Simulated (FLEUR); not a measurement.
# C (P6_3/mmc) in FLEUR: a series of runs

One crystal, C, is run at these levels: PBE; tasks: band structure, equation of state.

The COD entry that gives the cell may itself be a prediction, so a difference from it is no test against experiment.

Program: FLEUR MaX-R8.1 (later development tree). These are calculated values, not measurements. Logs are shortened: lines on timing, memory, paths and dates and some standing lists are left out, and cuts for length are marked.

### 1 The structure

Symmetry: P6_3/mmc, No. 194, hexagonal system. The conventional cell has a = 2.522 Å, b = 2.522 Å, c = 8.237 Å, α = 90.00°, β = 90.00°, γ = 120.00°. Around C (site symmetry 3m) lie 4 C at 1.54 Å. Around C (site symmetry 3m) lie 4 C at 1.54 Å.

This is a hexagonal form of diamond, not graphite.

### 2 Band structure, PBE

inp.xml reads:

```xml
<?xml version="1.0" encoding="UTF-8" standalone="no"?>
<fleurInput fleurInputVersion="0.39">
   <comment>
      C                                                                                                   
   </comment>
   <calculationSetup>
      <cutoffs Kmax="5.19" Gmax="16.1" GmaxXC="16.1" numbands="0"/>
      <scfLoop itmax="60" minDistance="0.00001" maxIterBroyd="15" imix="Anderson" alpha="0.05" precondParam="0.0" spinf="2.0" sdNocoIR="T"/>
      <coreElectrons ctail="T" frcor="F" kcrel="0" coretail_lmax="0"/>
      <xcFunctional name="pbe" relativisticCorrections="F"/>
      <magnetism jspins="1"/>
      <soc l_soc="F" theta="0.0" phi="0.0" spav="F"/>
      <expertModes spex="0" secvar="F"/>
      <geometryOptimization l_f="F" forcealpha="1.0" forcemix="BFGS" epsdisp="0.00001" epsforce="0.00001"/>
      <ldaU l_linMix="F" mixParam="0.05" spinf="1.0"/>
   </calculationSetup>
   <cell>
      <bzIntegration valenceElectrons="32.0" mode="hist" fermiSmearingEnergy="0.00183747">
         <kPointListSelection listName="default-1"/>
         <!-- k-points included here -->
         <xi:include xmlns:xi="http://www.w3.org/2001/XInclude" href="kpts.xml"> </xi:include>
      </bzIntegration>
      <!-- symmetry operations included here -->
      <xi:include xmlns:xi="http://www.w3.org/2001/XInclude" href="sym.xml"> </xi:include>
      <bulkLattice scale="1.0">
         <bravaisMatrix>
            <row-1>    4.7660782588536597     0.0000000000000000     0.0000000000000000</row-1>
            <row-2>   -2.3830391294268298     4.1275448486208255     0.0000000000000000</row-2>
            <row-3>    0.0000000000000000     0.0000000000000000    15.5658630609426591</row-3>
         </bravaisMatrix>
      </bulkLattice>
   </cell>
   <atomSpecies>
      <species name="Carbon (C)" element="C" atomicNumber="6">
         <mtSphere radius="1.35" gridPoints="447" logIncrement="0.023"/>
         <atomicCutoffs lmax="8" lnonsphr="6"/>
         <electronConfig flipSpins="F">
            <coreConfig>(1s1/2)</coreConfig>
            <valenceConfig>(2s1/2) (2p1/2) (2p3/2)</valenceConfig>
            <stateOccupation state="(2p1/2)" spinUp="0.333333" spinDown="0.333333"/>
            <stateOccupation state="(2p3/2)" spinUp="0.666667" spinDown="0.666667"/>
         </electronConfig>
         <energyParameters s="2" p="2" d="3" f="4"/>
         <lo type="SCLO" l="0" n="2" eDeriv="2"/>
         <lo type="SCLO" l="1" n="2" eDeriv="2"/>
         <lo type="SCLO" l="2" n="3" eDeriv="2"/>
      </species>
   </atomSpecies>
   <atomGroups>
      <atomGroup species="Carbon (C)">
         <relPos label="                   1">-1.000/3.000 1.000/3.000 -5.000/32.000</relPos>
         <relPos label="                   2">1.000/3.000 -1.000/3.000 11.000/32.000</relPos>
         <relPos label="                   3">-1.000/3.000 1.000/3.000 -11.000/32.000</relPos>
         <relPos label="                   4">1.000/3.000 -1.000/3.000 5.000/32.000</relPos>
         <force calculate="T" relaxXYZ="TTT"/>
      </atomGroup>
      <atomGroup species="Carbon (C)">
         <relPos label="                   5">.0000000000 .0000000000 -3.000/32.000</relPos>
         <relPos label="                   6">.0000000000 .0000000000 13.000/32.000</relPos>
         <relPos label="                   7">.0000000000 .0000000000 -13.000/32.000</relPos>
         <relPos label="                   8">.0000000000 .0000000000 3.000/32.000</relPos>
         <force calculate="T" relaxXYZ="TTT"/>
      </atomGroup>
   </atomGroups>
   <output dos="F" band="F" slice="F">
      <checks vchk="F" cdinf="F"/>
      <bandDOS minEnergy="-.5*Htr" maxEnergy="0.5*Htr" sigma="0.015" storeEVData="T"/>
      <vacuumDOS vacdos="F" integ="F" star="F" nstars="0" locx1="0.0" locy1="0.0" locx2="0.0" locy2="0.0" nstm="0" tworkf="0.0"/>
      <unfoldingBand unfoldBand="F" supercellX="1" supercellY="1" supercellZ="1"/>
      <plotting iplot="0" polar="F">
         <plot TwoD="T" vec1="  1.0  0.0  0.0" vec2="  0.0  1.0  0.0" vec3="  0.0  0.0  1.0" zero="  0.0  0.0  0.0" file="plot"/>
      </plotting>
      <chargeDensitySlicing numkpt="0" minEigenval="0.0" maxEigenval="0.0" nnne="0" pallst="F"/>
      <specialOutput eonly="F"/>
      <moessbauerParams electricFieldGradient="T" isomerShift="T" coreHyperfine="T" valenceHyperfine="T"/>
      <magneticCircularDichroism mcd="F" energyLo="-10.0" energyUp="0.0"/>
   </output>
  <!-- We include the file relax.xml here to enable relaxations (see documentation) -->
  <xi:include xmlns:xi="http://www.w3.org/2001/XInclude" href="relax.xml"> <xi:fallback/> </xi:include>
</fleurInput>
```

crystal.txt reads:

```
C
&input cartesian=F /
2.5221000000  0.0000000000  0.0000000000
-1.2610500000  2.1842026709  0.0000000000
0.0000000000  0.0000000000  8.2371000000
1.8897261246
1.0 1.0 1.0

8
6 0.6666666667  0.3333333333  0.8437500000
6 0.3333333333  0.6666666667  0.3437500000
6 0.6666666667  0.3333333333  0.6562500000
6 0.3333333333  0.6666666667  0.1562500000
6 0.0000000000  0.0000000000  0.9062500000
6 0.0000000000  0.0000000000  0.4062500000
6 0.0000000000  0.0000000000  0.5937500000
6 0.0000000000  0.0000000000  0.0937500000

&kpt div1=12 div2=12 div3=4 gamma=T /
```

inp.xml (bands) reads:

```
<?xml version="1.0" encoding="UTF-8" standalone="no"?>
<fleurInput fleurInputVersion="0.39">
   <comment>
      C                                                                                                   
   </comment>
   <calculationSetup>
      <cutoffs Kmax="5.19" Gmax="16.1" GmaxXC="16.1" numbands="0"/>
      <scfLoop itmax="60" minDistance="0.00001" maxIterBroyd="15" imix="Anderson" alpha="0.05" precondParam="0.0" spinf="2.0" sdNocoIR="T"/>
      <coreElectrons ctail="T" frcor="F" kcrel="0" coretail_lmax="0"/>
      <xcFunctional name="pbe" relativisticCorrections="F"/>
      <magnetism jspins="1"/>
      <soc l_soc="F" theta="0.0" phi="0.0" spav="F"/>
      <expertModes spex="0" secvar="F"/>
      <geometryOptimization l_f="F" forcealpha="1.0" forcemix="BFGS" epsdisp="0.00001" epsforce="0.00001"/>
      <ldaU l_linMix="F" mixParam="0.05" spinf="1.0"/>
   </calculationSetup>
   <cell>
      <bzIntegration valenceElectrons="32.0" mode="hist" fermiSmearingEnergy="0.00183747">
         <kPointListSelection listName="path-1"/>
         <!-- k-points included here -->
         <xi:include xmlns:xi="http://www.w3.org/2001/XInclude" href="kpts.xml"> </xi:include>
      </bzIntegration>
      <!-- symmetry operations included here -->
      <xi:include xmlns:xi="http://www.w3.org/2001/XInclude" href="sym.xml"> </xi:include>
      <bulkLattice scale="1.0">
         <bravaisMatrix>
            <row-1>    4.7660782588536597     0.0000000000000000     0.0000000000000000</row-1>
            <row-2>   -2.3830391294268298     4.1275448486208255     0.0000000000000000</row-2>
            <row-3>    0.0000000000000000     0.0000000000000000    15.5658630609426591</row-3>
         </bravaisMatrix>
      </bulkLattice>
   </cell>
   <atomSpecies>
      <species name="Carbon (C)" element="C" atomicNumber="6">
         <mtSphere radius="1.35" gridPoints="447" logIncrement="0.023"/>
         <atomicCutoffs lmax="8" lnonsphr="6"/>
         <electronConfig flipSpins="F">
            <coreConfig>(1s1/2)</coreConfig>
            <valenceConfig>(2s1/2) (2p1/2) (2p3/2)</valenceConfig>
            <stateOccupation state="(2p1/2)" spinUp="0.333333" spinDown="0.333333"/>
            <stateOccupation state="(2p3/2)" spinUp="0.666667" spinDown="0.666667"/>
         </electronConfig>
         <energyParameters s="2" p="2" d="3" f="4"/>
         <lo type="SCLO" l="0" n="2" eDeriv="2"/>
         <lo type="SCLO" l="1" n="2" eDeriv="2"/>
         <lo type="SCLO" l="2" n="3" eDeriv="2"/>
      </species>
   </atomSpecies>
   <atomGroups>
      <atomGroup species="Carbon (C)">
         <relPos label="                   1">-1.000/3.000 1.000/3.000 -5.000/32.000</relPos>
         <relPos label="                   2">1.000/3.000 -1.000/3.000 11.000/32.000</relPos>
         <relPos label="                   3">-1.000/3.000 1.000/3.000 -11.000/32.000</relPos>
         <relPos label="                   4">1.000/3.000 -1.000/3.000 5.000/32.000</relPos>
         <force calculate="T" relaxXYZ="TTT"/>
      </atomGroup>
      <atomGroup species="Carbon (C)">
         <relPos label="                   5">.0000000000 .0000000000 -3.000/32.000</relPos>
         <relPos label="                   6">.0000000000 .0000000000 13.000/32.000</relPos>
         <relPos label="                   7">.0000000000 .0000000000 -13.000/32.000</relPos>
         <relPos label="                   8">.0000000000 .0000000000 3.000/32.000</relPos>
         <force calculate="T" relaxXYZ="TTT"/>
      </atomGroup>
   </atomGroups>
   <output dos="F" band="T" slice="F">
      <checks vchk="F" cdinf="F"/>
      <bandDOS minEnergy="-.5*Htr" maxEnergy="0.5*Htr" sigma="0.015" storeEVData="T"/>
      <vacuumDOS vacdos="F" integ="F" star="F" nstars="0" locx1="0.0" locy1="0.0" locx2="0.0" locy2="0.0" nstm="0" tworkf="0.0"/>
      <unfoldingBand unfoldBand="F" supercellX="1" supercellY="1" supercellZ="1"/>
      <plotting iplot="0" polar="F">
         <plot TwoD="T" vec1="  1.0  0.0  0.0" vec2="  0.0  1.0  0.0" vec3="  0.0  0.0  1.0" zero="  0.0  0.0  0.0" file="plot"/>
      </plotting>
      <chargeDensitySlicing numkpt="0" minEigenval="0.0" maxEigenval="0.0" nnne="0" pallst="F"/>
      <specialOutput eonly="F"/>
      <moessbauerParams electricFieldGradient="T" isomerShift="T" coreHyperfine="T" valenceHyperfine="T"/>
      <magneticCircularDichroism mcd="F" energyLo="-10.0" energyUp="0.0"/>
   </output>
  <!-- We include the file relax.xml here to enable relaxations (see documentation) -->
  <xi:include xmlns:xi="http://www.w3.org/2001/XInclude" href="relax.xml"> <xi:fallback/> </xi:include>
</fleurInput>
```

Potentials or basis: all-electron, FLAPW.

Command:

```sh
$ inpgen -f crystal.txt -profile fastHighL
$ # inp.xml edited to the form shown
$ fleur_MPI
$ fleur_MPI   # second run, on inp.xml (bands)
```

Standard output:

```text
Welcome to FLEUR        (www.flapw.de)
      MaX-Release 8.1          (www.max-centre.eu)

 ========== k-point set info ==========
 Selected k-point list: default-1
 k-point list type: mesh
 12 x 12 x 4
 Number of k points: 57

 ------------Calculation Setup---------------------------
 Number of MPI-tasks      :            1
 Number of PE/node        :            1
 Number of OMP-threads    :            1
 Most efficient MPI parallelization for:
           1           3          19          57
 Additional eigenvalue parallelization possible
 Number of basis functions:          856
 Approximate size of matrices (H+S) per k-point:         0.011 GB
 --------------------------------------------------------
 Iteration:     1   Distance:      25.80062220 me/bohr^3
 Iteration:     2   Distance:      24.31294224 me/bohr^3
 Iteration:     3   Distance:       3.68705260 me/bohr^3
 Iteration:     4   Distance:       1.96886718 me/bohr^3
 Iteration:     5   Distance:       0.33330652 me/bohr^3
 Iteration:     6   Distance:       0.18343615 me/bohr^3
 Iteration:     7   Distance:       0.15613182 me/bohr^3
 Iteration:     8   Distance:       0.01785699 me/bohr^3
 Iteration:     9   Distance:       0.01706025 me/bohr^3
 Iteration:    10   Distance:       0.01364047 me/bohr^3
 Iteration:    11   Distance:       0.00022477 me/bohr^3
 Iteration:    12   Distance:       0.00017876 me/bohr^3
 Iteration:    13   Distance:       0.00002983 me/bohr^3
 Iteration:    14   Distance:       0.00000765 me/bohr^3

 ********************************************************************
 Run finished successfully
 Stop message:
   all done
 ********************************************************************
```

output (bands):

```text
Welcome to FLEUR        (www.flapw.de)
      MaX-Release 8.1          (www.max-centre.eu)

 ========== k-point set info ==========
 Selected k-point list: path-1
 k-point list type: path
 Number of k points: 60

 ------------Calculation Setup---------------------------
 Number of MPI-tasks      :            1
 Number of PE/node        :            1
 Number of OMP-threads    :            1
 Most efficient MPI parallelization for:
           1           2           3           4           5           6          10          12          15          20          30          60
 Additional eigenvalue parallelization possible
 Number of basis functions:          860
 Approximate size of matrices (H+S) per k-point:         0.011 GB
 --------------------------------------------------------
 Fermi energy correction for insulators:
 No automatic correction of the Fermi energy has been performed.

 Note: Band structure data (together with different weights) is also stored in the banddos.hdf file.
       A convenient way of extracting and plotting the data from that file is by making use of the

 ********************************************************************
 Run finished successfully
 Stop message:
   Charge density postprocessing done.
 ********************************************************************
```

out.xml (last iteration):

```text
<iteration numberForCurrentRun="   14" overallNumber="   14">
         <energyParameters units="Htr">
            <atomicEP atomType="1" spin="1" branch="2s" branchLowest="-9.31" branchHighest="2.77" value="-0.2686931287"/>
            <atomicEP atomType="1" spin="1" branch="2p" branchLowest="-9.99" branchHighest="2.34" value="-0.0715799387"/>
            <atomicEP atomType="1" spin="1" branch="3d" branchLowest="-9.99" branchHighest="6.95" value="0.1318728177"/>
            <atomicEP atomType="1" spin="1" branch="4f" branchLowest="-9.99" branchHighest="11.63" value="0.2916880404"/>
            <loAtomicEP atomType="1" spin="1" branch="2s" branchLowest="-9.31" branchHighest="2.77" value="-0.2686931287"/>
            <loAtomicEP atomType="1" spin="1" branch="2p" branchLowest="-9.99" branchHighest="2.34" value="-0.0715930593"/>
            <loAtomicEP atomType="1" spin="1" branch="3d" branchLowest="-9.99" branchHighest="6.95" value="0.1318747526"/>
            <atomicEP atomType="2" spin="1" branch="2s" branchLowest="-9.31" branchHighest="2.77" value="-0.2681901941"/>
            <atomicEP atomType="2" spin="1" branch="2p" branchLowest="-9.99" branchHighest="2.34" value="-0.0710562104"/>
            <atomicEP atomType="2" spin="1" branch="3d" branchLowest="-9.99" branchHighest="6.95" value="0.1324110980"/>
            <atomicEP atomType="2" spin="1" branch="4f" branchLowest="-9.99" branchHighest="11.63" value="0.2922265047"/>
            <loAtomicEP atomType="2" spin="1" branch="2s" branchLowest="-9.31" branchHighest="2.77" value="-0.2681901941"/>
            <loAtomicEP atomType="2" spin="1" branch="2p" branchLowest="-9.99" branchHighest="2.34" value="-0.0710693400"/>
            <loAtomicEP atomType="2" spin="1" branch="3d" branchLowest="-9.99" branchHighest="6.95" value="0.1324130290"/>
         </energyParameters>
         <eigenvalues>
            <eigenvaluesAt spin="1" ikpt="1" k_x="0.00000000" k_y="0.00000000" k_z="0.00000000">
                      -0.3359010214       -0.2736761666       -0.2718287379       -0.1224336795       -0.0384029440
[... 58 lines left out ...]
            </electricFieldGradient>
            <electricFieldGradient atomType="2" VXX="0.00075" VYY="0.00075" VZZ="-0.00151" asymParam="0.00000">
            </electricFieldGradient>
         </moessbauerParams>
         <totalEnergy                                    value="     -304.7878051985" units="Htr">
            <sumOfEigenvalues                            value="     -145.0562343563">
               <coreElectrons value="-149.0233764468"/>
               <valenceElectrons value="3.9671420905"/>
            </sumOfEigenvalues>
            <densityCoulombPotentialIntegral value="-392.9673486603"/>
            <densityEffectivePotentialIntegral value="-448.8075260616"/>
            <chargeDenXCDenIntegral value="-43.4373777378"/>
            <FockExchangeEnergyValence value="0.0000000000"/>
            <FockExchangeEnergyCore value="0.0000000000"/>
            <atomTypeDependentContributions atomType="1">
               <electronNucleiInteractionDifferentMTs value="166.8031389877"/>
               <MadelungTerm value="-17.5069275559"/>
            </atomTypeDependentContributions>
            <atomTypeDependentContributions atomType="2">
               <electronNucleiInteractionDifferentMTs value="166.7864760891"/>
               <MadelungTerm value="-17.5215022032"/>
            </atomTypeDependentContributions>
            <tkbTimesEntropy value="0.0000000000"/>
            <freeEnergy value="-304.7878051985"/>
            <extrapolationTo0K value="-304.7878051985"/>
         </totalEnergy>
         <densityConvergence units="me/bohr^3">
            <chargeDensity spin="1" distance="0.0000076470"/>
         </densityConvergence>
      </iteration>
```

It took 3.3 min on 1 thread of Arm Neoverse V2, shared host; peak memory 0.08 GiB.

Results:

```yaml
Free_energy: -8293.6987 eV
Band_gap_on_the_k_mesh: 4.42 eV, indirect (least direct gap 5.19 eV)
Band_gap_along_the_path: 4.43 eV, indirect (least direct gap 5.19 eV)
Valence_electrons_inside_the_program's_atomic_spheres: C 2.10 (radii C 1.35 bohr)
```

Levels at the corners of the path, in eV from the valence-band top:
| point | band 14 | band 15 | band 16 | band 17 | band 18 | band 19 |
| --- | --- | --- | --- | --- | --- | --- |
| Γ | -0.22 | 0.00 | 0.00 | 5.19 | 5.19 | 5.72 |
| M | -4.54 | -3.70 | -2.93 | 4.47 | 5.61 | 5.87 |
| K | -5.66 | -5.66 | -4.02 | 6.28 | 6.28 | 7.91 |
| Γ | -0.22 | 0.00 | 0.00 | 5.19 | 5.19 | 5.72 |
| A | -0.68 | -0.68 | -0.68 | 5.98 | 5.98 | 5.98 |
| L | -4.72 | -3.65 | -3.65 | 4.82 | 4.82 | 7.11 |
| H | -5.36 | -5.10 | -5.10 | 5.24 | 5.24 | 9.78 |
| A | -0.68 | -0.68 | -0.68 | 5.98 | 5.98 | 5.98 |
| L | -4.72 | -3.65 | -3.65 | 4.82 | 4.82 | 7.11 |
| M | -4.54 | -3.70 | -2.93 | 4.47 | 5.61 | 5.87 |
| K | -5.66 | -5.66 | -4.02 | 6.28 | 6.28 | 7.91 |
| H | -5.36 | -5.10 | -5.10 | 5.24 | 5.24 | 9.78 |

Core levels (eV from the Fermi level):
```
atom        levels
 1 C  1s1/2 -265.9
 2 C  1s1/2 -265.9
 3 C  1s1/2 -265.9
 4 C  1s1/2 -265.9
 5 C  1s1/2 -265.9
 6 C  1s1/2 -265.9
```

(Part 1 of 3 ends here.)
